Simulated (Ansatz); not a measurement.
We consider cubic perovskite CsPbI3 (cubic high-temperature phase), described by PBE0 (plane waves, PAW; Ansatz, a program for electronic structure).

Settings: plane-wave cutoff 500 eV, 4×4×4 k mesh, gaussian smearing 0.02 eV, scalar-relativistic PAW data made under PBE.

The cell is the one relaxed with r²SCAN: a = b = c = 6.337 Å, α = β = γ = 90.00°.

Question: Predict the band gap.

Answer: 
band gap: 2.50 eV (on the SCF k mesh)

Note: held by symmetry at 0 K, a high-temperature phase can be a saddle point.

Spin–orbit coupling is not included; with these elements it can move the gap by several tenths of an eV or more.

Computed values are for the static lattice.

Computing time: roughly 8 core-minutes.
